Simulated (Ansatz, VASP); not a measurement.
Two plane-wave programs on Si

```
CELL_PARAMETERS angstrom
0.00000 2.70166 2.70166
2.70166 0.00000 2.70166
2.70166 2.70166 0.00000
ATOMIC_POSITIONS crystal
Si 0.50000 0.50000 0.50000
Si 0.75000 0.75000 0.75000
```

Alike in both runs: task single point; functional LDA; k mesh 10 × 10 × 10; occupations methfessel-paxton of order 1, width 0.01 eV; no spin polarisation.

|  | VASP | Ansatz |
| --- | --- | --- |
| version | VASP 6.6.1 | Ansatz 0.2.0 |
| potentials or method | VASP PAW LDA potentials, release 64 (Si) | plane waves (420 eV) with PAW, scalar-relativistic |
| plane-wave cutoff (eV) | 520 | 420 |
| valence electrons in the cell | 8 | 8 |

```csv
,VASP,Ansatz,Ansatz less VASP
gap on the k mesh at the Fermi level (eV),0.45,0.46,+0.002
pressure (GPa),0.0,-0.1,-0.04
```

Ansatz warned: «pseudo_functional_mismatch».
